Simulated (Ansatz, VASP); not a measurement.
**RuCl2 (2H RuCl2 monolayer): VASP beside Ansatz**

One calculation is typed for both programs; each brings its own data sets. How far apart do they land? The structure shown is the start of the Ansatz relaxation below; VASP solves that cell, so the two are compared at the walk's first step.

Calculated with Ansatz 0.2.0; plane waves, with VASP 6.6.1 beside it; single point at PBE, DFT+U.

### Step 1. The structure

The cell holds 3 atoms: 1 Ru and 2 Cl. Its edges and angles: a = 3.160 Å, b = 3.160 Å, c = 16.210 Å, α = 90.0°, β = 90.0°, γ = 120.0°. As first built, before any earlier steps moved the atoms (in the runner's words): own sheet built from covalent radii; start for a relaxation. Vacuum lies along c.

### Step 2. Ansatz: relaxation, PBE, DFT+U

Ansatz runs on its default PAW (the set named soft_2) files.

The two programs are compared at the cell with which this relaxation starts, whose forces are those of its first step.

input.yaml

```yaml
crystal:
  lattice:
    - [3.15952, 0.0, 0.0]
    - [-1.57976, 2.736225, 0.0]
    - [0.0, 0.0, 16.21]
  atoms:
    - { symbol: Ru, position: [0.0, 0.0, 0.5], spin: 2.0 }
    - { symbol: Cl, position: [0.33333333, 0.66666667, 0.5990763] }
    - { symbol: Cl, position: [0.33333333, 0.66666667, 0.4009237] }
magnetization:
  spin_polarized: true
kpoints:
  mp_grid: { grid: [6, 6, 1] }
scf:
  occupations: { method: fermi_dirac, width: 0.05 }
  max_iter: 100
hamiltonian:
  xc: pbe
  hubbard: { sites: [{ species: Ru, l: d, u_eff: 2.0 }] }
relax:
  adjacent_minimum: "off"
  f_tol: 0.05
  max_steps: 40
  cell: { fix: [c, alpha, beta] }
```

The run is started by

```
$ ansatz run input.yaml --threads 4 --pin off --max-ram 10240MiB --backend cpu --events-out ev --progress --plain --runs-dir out
```

Numbers of over 12 decimals in the logs are rounded to 6 here.

The program printed:

```text
Ru: projections on atomic orbitals take those of the free atom [Ar 3d10] 4s2 4p6 4d7 5s1, of charge +0.00 (hamiltonian.pseudopotentials.projection_atoms); the dataset's partial waves leave at most 8.1e-6 of an orbital's norm unspanned inside its sphere
Cl: projections on atomic orbitals take those of the free atom [Ne] 3s2 3p5, of charge +0.00 (hamiltonian.pseudopotentials.projection_atoms); the dataset's partial waves leave at most 2.1e-7 of an orbital's norm unspanned inside its sphere
Engine: ansatz 0.2.0, aarch64-unknown-linux-gnu
Pseudopotentials: kind: paw
Pseudopotential: Ru, paw, valence charge 16, recommended cutoff 420 eV (normal), Ru.paw.azcp
Pseudopotential: Cl, paw, valence charge 7, recommended cutoff 420 eV (normal), Cl.paw.azcp
Functional definition: PBE
  parameter kappa = 0.804
  parameter beta = 0.066725
  exchange = pbe_x(kappa = kappa, mu = beta*pi^2/3)
  correlation = pbe_c(beta = beta)
Crystal: 3 atoms, lattice volume = 140.138 Å³
Basis set: ecut = 420 eV, 2731 PW (Γ), exchange–correlation on 48×48×240 points (8 copies of the dense FFT grid, shifted against one another)
Bands: 20, of which v1, the nominal top of the filled ones, is band 15 counted from 1 (14 counted from 0)
Symmetry: 12 space group operations
Space group: P-6m2 (ITA 187), of the structure as read, at distance tolerance 5.2e-5 Å
Magnetic group: BNS 187.209 (UNI 1439), of the structure as read, at distance tolerance 5.2e-5 Å
k-points: 7 of 36 (time reversal used)
Non-local potential: Ru, projectors of the file, l = 0: 3, l = 1: 2, l = 2: 2, l = 3: 1
Non-local potential: Cl, projectors of the file, l = 0: 2, l = 1: 2, l = 2: 2
PAW form: soft (Blöchl's): semilocal exchange-correlation on the pseudo side does not see the compensation charge
PAW one-centre angular grid: Ru, 590 points (default); XC on 64 Gauss nodes
PAW one-centre angular grid: Cl, 110 points (default); XC on 64 Gauss nodes
Initial density: superposition of atomic densities (neutral atoms: chi_scale 0, normalization atom)
Starting moments: Σ|m| = 2 μB on 1 of 3 sites
Initial wavefunctions: pseudopotential atomic-orbital guess
Functional: x = pbe(κ = 0.804, μ = 0.219515), c = pbe(β = 0.066725)
SCF iter   1: F=—  HF=-8035.509641 eV  |F-HF|=—  |Δ(HF+E_count)|=         —  Δρ=3.15e-2 (↑1.37e-2 ↓3.15e-2)  dr2=2.13e0  dr2_m=3.93e-1  M=3.079 μB ∫|m|=3.079 μB  β_m=1.00  ethr=3.10e-3  ⟨swp⟩=8.1  Hψ=1649  notcnv=0
preconditioner: auto → none  [metal: Δε(μ)=0.028 eV  Ē_g=10.680 eV  σ=0.050 eV  W_gap=0.14  n_scr=10 (ndim 8)  ℏωp=14.7 eV  f_vac=0.599  D(μ)=2.61/eV (n_scr^D=8)  sad-step TF]
SCF iter   2: F=—  HF=-8035.403277 eV  |F-HF|=—  |Δ(HF+E_count)|=   1.06e-1  Δρ=1.40e-2 (↑8.18e-3 ↓1.40e-2)  dr2=5.48e-1  dr2_m=7.91e-2  M=3.601 μB ∫|m|=3.605 μB  β_m=1.00  ethr=3.10e-3  ⟨swp⟩=2.5  Hψ=574  notcnv=0
SCF iter   3: F=—  HF=-8035.385878 eV  |F-HF|=—  |Δ(HF+E_count)|=   1.74e-2  Δρ=5.44e-3 (↑5.44e-3 ↓4.31e-3)  dr2=3.06e-2  dr2_m=1.56e-2  M=3.829 μB ∫|m|=3.837 μB  β_m=1.00  ethr=1.83e-3  ⟨swp⟩=2.1  Hψ=481  notcnv=0
SCF iter   4: F=—  HF=-8035.443486 eV  |F-HF|=—  |Δ(HF+E_count)|=   5.76e-2  Δρ=3.05e-3 (↑2.41e-3 ↓3.05e-3)  dr2=1.95e-2  dr2_m=4.66e-3  M=3.935 μB ∫|m|=3.945 μB  β_m=1.00  ethr=1.02e-4  ⟨swp⟩=2.6  Hψ=658  notcnv=0  defer=2
SCF iter   5: F=—  HF=-8035.475793 eV  |F-HF|=—  |Δ(HF+E_count)|=   3.23e-2  Δρ=9.62e-4 (↑9.62e-4 ↓9.25e-4)  dr2=1.15e-3  dr2_m=3.95e-4  M=3.964 μB ∫|m|=3.975 μB  β_m=1.00  ethr=6.50e-5  ⟨swp⟩=2.6  Hψ=476  notcnv=0  defer=2
SCF iter   6: F=—  HF=-8035.497748 eV  |F-HF|=—  |Δ(HF+E_count)|=   2.20e-2  Δρ=5.29e-4 (↑4.68e-4 ↓5.29e-4)  dr2=2.21e-4  dr2_m=1.82e-4  M=3.976 μB ∫|m|=3.989 μB  β_m=0.30  ethr=3.82e-6  ⟨swp⟩=2.0  Hψ=498  notcnv=0  defer=2
Mixer restart at iter 6: flushing history
spin-set hold released at iteration 6 (site moments contracting): the magnetisation degrees of freedom join the quasi-Newton model from the next iteration; the mixer history was flushed
SCF iter   7: F=—  HF=-8035.510373 eV  |F-HF|=—  |Δ(HF+E_count)|=   1.26e-2  Δρ=5.83e-4 (↑5.36e-4 ↓5.83e-4)  dr2=1.69e-4  dr2_m=3.11e-4  M=3.982 μB ∫|m|=3.995 μB  β_m=0.65  ethr=7.36e-7  ⟨swp⟩=2.1  Hψ=487  notcnv=0  defer=2
SCF iter   8: F=—  HF=-8035.524409 eV  |F-HF|=—  |Δ(HF+E_count)|=   1.40e-2  Δρ=2.90e-4 (↑2.44e-4 ↓2.90e-4)  dr2=3.63e-5  dr2_m=7.85e-5  M=3.992 μB ∫|m|=4.006 μB  β_m=0.73  ethr=5.64e-7  ⟨swp⟩=3.1  Hψ=656  notcnv=0  defer=2
SCF iter   9: F=—  HF=-8035.524525 eV  |F-HF|=—  |Δ(HF+E_count)|=   1.16e-4  Δρ=2.52e-4 (↑5.46e-5 ↓2.52e-4)  dr2=2.28e-4  dr2_m=2.24e-5  M=3.992 μB ∫|m|=4.006 μB  β_m=0.64  ethr=1.21e-7  ⟨swp⟩=2.1  Hψ=517  notcnv=0  defer=2
[...]
Crystal: 3 atoms, lattice volume = 178.961 Å³
[...]
preconditioner: auto → none  [insulator: Δε(μ)=0.453 eV  Ē_g=9.710 eV  σ=0.050 eV  W_gap=0.98  n_scr=10 (ndim 8)  ℏωp=13.0 eV  f_vac=0.611  D(μ)=0.04/eV (n_scr^D=0)  ε∞_Penn≈2.8]
[...]
SCF 7 converged in 8 iterations: F = -8036.342267 eV  dr2 = 3.11e-10
relax step   7: F+E_penalty+E_count = -8036.34226743 eV  Δ(F+E_penalty+E_count) = -1.449e-3 eV  max|allowed force component| = 1.600e-2 eV/Å  Δτ_max = 0.0089 Å  P = +0.037 GPa  Ω = 178.961 Å³  energy of the carried Pulay correction = -1.682e-4 eV  fix = [c, alpha, beta]  reactions: c +0.048 GPa  (8 SCF iters, dr2 threshold 1.12e-7 eV, accepted)
[...]
SCF iter   1: F=—  HF=-8036.342358 eV  |F-HF|=—  |Δ(HF+E_count)|=         —  Δρ=1.26e-5 (↑1.26e-5 ↓8.73e-6)  dr2=1.01e-7  dr2_m=3.19e-8  M=3.999 μB ∫|m|=4.006 μB  β_m=0.30  ethr=1.23e-6  ⟨swp⟩=3.1  Hψ=2414  notcnv=0
eigensolver tolerance schedule: the retry pair's looser diagonalisation over-reported the residual by 3636.49 of it (diagonalisation noise at an unbounded share of the residual, at the tolerance the schedule requests for it); recorded, not acted on — ethr = c·dr2/N_el stays at c = 1.0e-1
preconditioner: auto → none  [insulator: Δε(μ)=0.494 eV  Ē_g=9.713 eV  σ=0.050 eV  W_gap=0.98  n_scr=10 (ndim 8)  ℏωp=13.0 eV  f_vac=0.611  D(μ)=0.04/eV (n_scr^D=0)  ε∞_Penn≈2.8]
SCF iter   2: F=—  HF=-8036.342411 eV  |F-HF|=—  |Δ(HF+E_count)|=   5.33e-5  Δρ=8.53e-6 (↑8.53e-6 ↓5.83e-6)  dr2=4.41e-8  dr2_m=1.83e-8  M=3.999 μB ∫|m|=4.006 μB  β_m=0.53  ethr=3.38e-10  ⟨swp⟩=3.2  Hψ=654  notcnv=0
SCF iter   3: F=—  HF=-8036.342432 eV  |F-HF|=—  |Δ(HF+E_count)|=   2.02e-5  Δρ=3.89e-6 (↑2.81e-6 ↓3.89e-6)  dr2=1.26e-7  dr2_m=3.52e-9  M=3.999 μB ∫|m|=4.006 μB  β_m=0.40  ethr=1.47e-10  ⟨swp⟩=2.6  Hψ=513  notcnv=0
SCF iter   4: F=—  HF=-8036.342434 eV  |F-HF|=—  |Δ(HF+E_count)|=   2.41e-6  Δρ=1.25e-6 (↑1.06e-6 ↓1.25e-6)  dr2=1.95e-9  dr2_m=1.05e-9  M=3.999 μB ∫|m|=4.006 μB  β_m=0.50  ethr=1.47e-10  ⟨swp⟩=2.0  Hψ=389  notcnv=0
SCF iter   5: F=—  HF=-8036.342435 eV  |F-HF|=—  |Δ(HF+E_count)|=   1.08e-6  Δρ=6.81e-7 (↑2.67e-7 ↓6.81e-7)  dr2=3.93e-10  dr2_m=2.76e-10  M=3.999 μB ∫|m|=4.006 μB  β_m=0.60  ethr=6.51e-12  ⟨swp⟩=3.0  Hψ=560  notcnv=0
SCF iter   6: F=—  HF=-8036.342435 eV  |F-HF|=—  |Δ(HF+E_count)|=   1.25e-7  Δρ=3.91e-7 (↑1.25e-7 ↓3.91e-7)  dr2=3.18e-10  dr2_m=8.12e-11  M=3.999 μB ∫|m|=4.006 μB  β_m=0.62  ethr=1.31e-12  ⟨swp⟩=2.5  Hψ=501  notcnv=0
SCF iter   7: F=—  HF=-8036.342435 eV  |F-HF|=—  |Δ(HF+E_count)|=   1.24e-8  Δρ=1.45e-7 (↑1.16e-7 ↓1.45e-7)  dr2=7.26e-11  dr2_m=1.09e-11  M=3.999 μB ∫|m|=4.006 μB  β_m=0.78  ethr=1.06e-12  ⟨swp⟩=2.1  Hψ=443  notcnv=0
iter 8 met the thresholds in force, and the SCF goes on: an eigenvalue changes by 0.77 meV, over its tolerance of 0.05 meV (output.eigenvalues, Limitations)
SCF iter   8: F=-8036.342435 eV  HF=-8036.342435 eV  |F-HF|=1.27e-9  |Δ(HF+E_count)|=   1.46e-8  Δρ=5.11e-8 (↑2.72e-8 ↓5.11e-8)  dr2=4.83e-12  dr2_m=1.02e-12  M=3.999 μB ∫|m|=4.006 μB  β_m=0.83  ethr=1.00e-12  ⟨swp⟩=6.6  Hψ=1292  notcnv=0
SCF iter   9: F=-8036.342435 eV  HF=-8036.342435 eV  |F-HF|=5.46e-12  |Δ(HF+E_count)|=   1.27e-9  Δρ=1.63e-8 (↑1.63e-8 ↓1.63e-8)  dr2=1.25e-12  dr2_m=1.38e-13  M=3.999 μB ∫|m|=4.006 μB  ethr=1.00e-12  ⟨swp⟩=4.9  Hψ=1290  notcnv=0
SCF 8 converged in 9 iterations: F = -8036.342435 eV  dr2 = 1.25e-12
relax step   8: F+E_penalty+E_count = -8036.34243513 eV  Δ(F+E_penalty+E_count) = -1.677e-4 eV  max|allowed force component| = 1.598e-2 eV/Å  Δτ_max = 0.0000 Å  P = +0.036 GPa  Ω = 178.961 Å³  fix = [c, alpha, beta]  reactions: c +0.046 GPa  stress off target by 3.01e-2 GPa on what of the cell is left free  SCF on the basis re-selected at this cell (its energy is not comparable with the rows above)  (9 SCF iters)
basis re-selected at this cell: Δ(F+E_penalty+E_count) = -1.677e-4 eV, ΔP = -0.002 GPa vs the last step (what re-selecting the basis moved, of the pressure what is left beyond the Pulay correction that the steps carried, after the strain that the cell walked since its last selection, with what the two solves' SCF thresholds leave and, on support functions, any second-order correction that the steps lacked; it is no m [...]
SCF converged after 9 iterations
an eigenvalue changed by more than its tolerance at an iteration that met the thresholds in force, so the SCF went on 1 time: the last check found none over its tolerance
Magnetization: 3.9985 μB (16.9993 up, 13.0007 down)
Absolute magnetization: 4.0060 μB (∫|ρ↑−ρ↓|, with the PAW one-centre terms)
Spin contamination: 0.0069 ħ² per cell (⟨S²⟩ above its minimum at these occupations)
Per-site moments (μB) at R_I (Å): [(3.017036, 1.080499), (0.269477, 1.080499), (0.269477, 1.080499)]
Free energy (F): -8036.342435 eV
Harris-Foulkes:  -8036.342435 eV  (|F-HF|=5.46e-12)
Internal energy: -8036.341870 eV  (E = F + TS)
E sigma→0 (E₀):  -8036.342153 eV
Entropy (-TS):   -0.000565 eV (-0.188 meV/atom)
Fermi energy:    -1.455696 eV
--- Per-component energies (eV) ---
  E_band       = -559.256142
  E_kinetic    = 830.992061
  E_local      = -13398.129437  (includes V_loc(G=0)·N_el)
  E_nonlocal   = 407.783091
  E_hartree    = 6150.721498
  E_xc         = -400.307362
  E_vxc        = -477.087007  (∫ρ·V_xc dr)
  E_hubbard    = 0.842667  (on-site DFT+U / exact-exchange correction)
  E_vhub       = -4.997183  (the Hubbard potential's part of the band-sum identity)
  E_paw        = -4782.220643  (= ΣΔE_a)
  E_vpaw       = -219.260695  (= ΣTr[D̂ρ^β])
  E_aug_tail   = -0.000008  (compensation charges beyond the density's cutoff)
  E_ewald      = 3153.976263
  E_smearing   = -0.000565  (= −TS)
  E_closure    = -0.000000  (closes the sum)
  Σ components = -8036.342435   (vs F -8036.342435, Δ=0.00e0)
--- Forces (eV/Å), atoms counted from 1 ---
  atom   1  Ru     0.00000000     0.00000000     0.00000000
  atom   2  Cl    -0.00000000     0.00000000     0.01598071
  atom   3  Cl    -0.00000000     0.00000000    -0.01598071
  max |Σ_I F_I| component: 1.85e-17 eV/Å
--- Stress (GPa, compression-positive) ---
        0.030119       0.000000       0.000000
        0.000000       0.030119       0.000000
        0.000000       0.000000       0.046352
  P = ⅓ Tr σ = 0.0355 GPa (0.355 kbar)
Occupation matrices written to <dir>
--- Relaxed structure (6 steps of the walk, 6 accepted, 2 SCFs on fresh bases) ---
  F+E_penalty+E_count = -8036.34243513 eV   max|allowed force component| = 1.598e-2 eV/Å   (the final SCF, on the basis selected at the relaxed cell)
  cell:  # Å, volume = 178.9609 Å³
    - [3.570444, 0, 0.0]
    - [-1.785222, 3.092095, 0.0]
    - [0.0, 0.0, 16.21]
  atoms:
    - { symbol: Ru, position: [3.700743442989876e-17, 3.289549685743083e-17, 0.5] }
    - { symbol: Cl, position: [0.333333, 0.666667, 0.599699] }
    - { symbol: Cl, position: [0.333333, 0.666667, 0.400301] }
```

Reading the cycles: dr2 is the Hartree energy of the density residual (eV), the measure of convergence; HF is the Harris–Foulkes estimate of the energy, which meets the free energy F at convergence.

(Continued in part 2 of 2.)

[Lines on the potential files, build, host, timing and source positions are cut from VASP's logs without a mark.]

[Logs are printed without paths, hosts, clocks, repeated set-up lines and the standing remarks that a program may print on its own settings, such as how far it seeks lower states.]

[Hosts, paths, dates, database ids (printed as entryN), source tags and the programs' standing remarks are cut or masked in the printed files.]
